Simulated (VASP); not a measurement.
**CdTe: single point with PBE**

**Experimental background.**

A printed reference work, data compilation reports, for a bulk crystal of CdTe at 0 K: band gap 1.607 eV.

Crystal: CdTe.

```
Cd Te
1.0
     0.00000    3.27990    3.27990
     3.27990    0.00000    3.27990
     3.27990    3.27990    0.00000
Cd Te
1 1
Direct
  0.00000 0.00000 0.00000
  0.25000 0.25000 0.25000
```

```yaml
Program: VASP 6.6.1
Task: single point
Functional: PBE
Potentials_or_basis: VASP PAW PBE potentials, release 64 (Cd, Te)
Cutoff: 520 eV
k_mesh: 4 × 4 × 4
Occupations: gaussian, width 0.01 eV
Spin: no spin polarisation
```

| Property | Result |
| --- | --- |
| Pressure | 1.3 GPa |
| Band gap on the k mesh | 0.65 eV, direct |

Levels at points of the mesh, in eV from the valence-band top:
| k point | band 7 | band 8 | band 9 | band 10 | band 11 | band 12 |
| --- | --- | --- | --- | --- | --- | --- |
| (0.00, 0.00, 0.00) | 0.00 | 0.00 | 0.00 | 0.65 | 4.61 | 4.61 |
| (0.50, 0.00, 0.00) | -4.23 | -0.73 | -0.73 | 1.77 | 5.18 | 5.18 |
| (0.50, 0.50, 0.00) | -4.15 | -1.75 | -1.75 | 2.66 | 2.67 | 8.65 |

Run time: 12 s on 1 thread of Intel Xeon 6975P-C, with other jobs on the host, peak memory 0.2 GiB.

Measured gap of CdTe: 1.607 eV (0 K; a printed reference work, data compilation). This calculation gives 0.65 eV (-0.96 eV). Spin-orbit coupling on Cd, Te is left out. The value is that of PBE, without temperature or zero-point motion. Semilocal functionals fall short of measured gaps as a rule.

Caveat: spin-orbit coupling is left out, which moves the levels of the heavy elements.
